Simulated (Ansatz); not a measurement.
## Ir (dhcp): energy against volume

The calculation used DFT, revPBE, plane waves (420 eV) with PAW, scalar-relativistic in Ansatz. The PAW files were generated under PBE, with cores re-solved for the functional.

The cell is scaled uniformly from the relaxed one, with fractional coordinates and shape fixed. Energies are extrapolated to zero smearing, pressures are those at the given smearing. Magnetic state: spin not included.

A Birch-Murnaghan fit gives V₀ = 14.65 Å³/atom, B₀ = 335 GPa, B₀′ = 5.1.

Question: What are the energy above the minimum and the pressure at 14.079 Å³/atom?

Answer: 24.7 meV/atom and 14.97 GPa as computed.

Question: What are the energy above the minimum and the pressure at 15.252 Å³/atom?

Answer: 24.2 meV/atom and -11.91 GPa as computed.

Question: What are the energy above the minimum and the pressure at 16.426 Å³/atom?

Answer: 179.0 meV/atom and -28.16 GPa as computed.
